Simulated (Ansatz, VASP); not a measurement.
One calculation of Mg, two programs

```xyz
1
Lattice="0.0000 1.8977 1.8977 1.8977 0.0000 1.8977 1.8977 1.8977 0.0000" Properties=species:S:1:pos:R:3 pbc="T T T"
Mg    0.0000    0.0000    0.0000
```

Alike in both runs: task relaxation of cell and atoms; functional PBE; k mesh 8 × 8 × 8; occupations gaussian, width 0.1 eV; no spin polarisation.

```csv
,VASP,Ansatz
version,VASP 6.6.1,Ansatz 0.2.0
potentials or method,"VASP PAW PBE potentials, release 64 (Mg)","scalar-relativistic, plane waves, PAW"
plane-wave cutoff (eV),600,420
valence electrons in the cell,2,10
```

```csv
,VASP,Ansatz,Ansatz less VASP
"gap on the k mesh at the Fermi level, each at its own relaxed structure (eV)",none,none,-
relaxed volume (Å³/atom),23.14,22.97,-0.175
relaxed cell length with the largest relative difference (Å),3.199,3.191,-0.0081
energy change over the relaxation (meV/atom),-987,-985,+1.8
```

A gap of «none» marks a metal or a gap that the smearing closes. The two sets of potentials don't hold the same shells in valence.

Caveats: the volume moved by over 15 % at a fixed basis, so the end points are rough (VASP).
